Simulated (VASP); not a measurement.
# CdTe: single point with PBE

**Experimental background.**

A printed reference work, data compilation reports, for a bulk crystal of CdTe at 0 K: band gap 1.607 eV.

CdTe:

```
Cd Te
1.0
     0.00000    3.30856    3.30856
     3.30856    0.00000    3.30856
     3.30856    3.30856    0.00000
Cd Te
1 1
Direct
  0.00000 0.00000 0.00000
  0.25000 0.25000 0.25000
```

* Program: VASP 6.6.1
* Task: single point
* Functional: PBE
* Potentials or basis: VASP PAW PBE potentials, release 64 (Cd, Te)
* Cutoff: 520 eV
* k mesh: 9 × 9 × 9
* Occupations: fermi-dirac, width 0.05 eV
* Spin: no spin polarisation

```yaml
Pressure: 0.1 GPa
Band_gap_on_the_k_mesh: 0.58 eV, direct
```

Levels at points of the mesh, in eV from the valence-band top:
```
           k point  band 7  band 8  band 9  band 10  band 11  band 12
(0.00, 0.00, 0.00)    0.00    0.00    0.00     0.58     4.64     4.64
```

It took 30 s on 1 thread of Intel(R) Xeon(R) Platinum 8375C CPU @ 2.90GHz (Ice Lake), on a shared host, peak memory 0.22 GiB.

A measured gap of CdTe is 1.607 eV (0 K; a printed reference work, data compilation); the calculated 0.58 eV misses it by -1.02 eV. So large a miss can be the level of theory's own, or it may mean another phase, state or a wrong row. Spin-orbit coupling on Cd, Te is left out. The value is that of PBE, without temperature or zero-point motion. Semilocal functionals fall short of measured gaps as a rule.

Caveat: spin-orbit coupling is left out, which moves the levels of the heavy elements.
